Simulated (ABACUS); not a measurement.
The system is Cl.

```
Cl
1.0
     3.14500   -2.25000    0.00000
     3.14500    2.25000    0.00000
     0.00000    0.00000    8.21000
Cl
4
Direct
  0.37000 0.63000 0.40000
  0.13000 0.87000 0.90000
  0.63000 0.37000 0.60000
  0.87000 0.13000 0.10000
```

Base run:

- Program: ABACUS 3.10.1
- Functional: PBE
- Potentials or basis: SG15 ONCV 1.2 PBE
- Cutoff: 816 eV
- Density cutoff: 3265 eV
- Basis: plane waves
- k mesh: 5 × 5 × 3
- Occupations: fermi-dirac, width 0.05 eV
- Spin: no spin polarisation

Its results: band gap on the k mesh 2.51 eV, indirect (least direct gap 2.56 eV); pressure 1.0 GPa; largest force 0.240 eV/Å.

**Question.** The run is repeated on the same cell with these changes: functional from PBE to BLYP. What comes out?

**Answer.** Band gap on the k mesh 2.58 eV, indirect (least direct gap 2.63 eV); pressure 2.6 GPa; largest force 0.659 eV/Å.

BLYP binds less tightly than PBE, so the same cell stands under more pressure.

Caveats: an odd mesh through Γ misses points on the zone boundary, where band edges often lie; the potentials were made for another functional, which shifts forces and pressure (some runs).

Not every run made on this cell is shown here.
